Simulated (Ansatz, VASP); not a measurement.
# Two plane-wave programs on BP

File POSCAR:

```
BP
1.0
    0.0000000000      2.2690000000      2.2690000000
    2.2690000000      0.0000000000      2.2690000000
    2.2690000000      2.2690000000      0.0000000000
B P
1 1
Direct
    0.0000000000      0.0000000000      0.0000000000
    0.2500000000      0.2500000000      0.2500000000
```

File INCAR.step1:

```
ALGO = Normal ; EDIFF = 1E-4
ENCUT = 600 ; GGA = PE
ISMEAR = -1 ; LASPH = T
LCHARG = F ; LREAL = F
LWAVE = T ; NELM = 60
PREC = Accurate ; SIGMA = 0.02
```

File INCAR.step2:

```
ALGO = Normal ; EDIFF = 1E-7
EDIFFG = -0.01 ; ENCUT = 600
IBRION = 2 ; ISIF = 3
ISMEAR = -1 ; ISTART = 1
LASPH = T ; LCHARG = F
LMIXTAU = T ; LREAL = F
LWAVE = F ; METAGGA = R2SCAN
NELM = 60 ; NSW = 80
PREC = Accurate ; SIGMA = 0.02
```

The input KPOINTS:

```
k-points
0
Gamma
  10 10 10
```

Input for Ansatz:

```yaml
crystal:
  lattice:
    - [0.0, 2.269, 2.269]
    - [2.269, 0.0, 2.269]
    - [2.269, 2.269, 0.0]
  atoms:
    - { symbol: B, position: [0.0, 0.0, 0.0] }
    - { symbol: P, position: [0.25, 0.25, 0.25] }
  symmetry: { tolerance: 0.0003 }
hamiltonian:
  xc: r2scan
  pseudopotentials: { kind: paw, azcp: { folder: soft_1 } }
basis:
  ecutwfc: 500
magnetization:
  spin_polarized: false
scf:
  occupations: { method: fermi_dirac, width: 0.02 }
kpoints:
  mp_grid: { grid: [10, 10, 10], shift: [0, 0, 0] }
output:
  forces: true
  stress: true
  eigenvalues: true
relax:
  max_steps: 60
  cell: {}
```

Alike in both runs: task relaxation of cell and atoms; functional r2SCAN; k mesh 10 × 10 × 10; occupations fermi-dirac, width 0.02 eV; no spin polarisation.

|  | VASP | Ansatz |
| --- | --- | --- |
| version | VASP 6.6.1 | Ansatz 0.2.0 |
| potentials or method | VASP PAW PBE potentials, release 64 (B, P) | PAW plane waves |
| plane-wave cutoff (eV) | 600 | 500 |
| valence electrons in the cell | 8 | 8 |

|  | VASP | Ansatz | Ansatz less VASP |
| --- | --- | --- | --- |
| gap on the k mesh at the Fermi level, each at its own relaxed structure (eV) | 1.44 | 1.41 | -0.028 |
| relaxed volume (Å³/atom) | 11.64 | 11.67 | +0.033 |
| relaxed cell length with the largest relative difference (Å) | 3.205 | 3.208 | +0.0031 |

Caveats: the PAW data sets were made with another functional, which shifts forces and pressure a little (VASP). A k mesh can miss the band edges. r2SCAN opens gaps a little over a GGA but as a rule still falls short of measured ones.
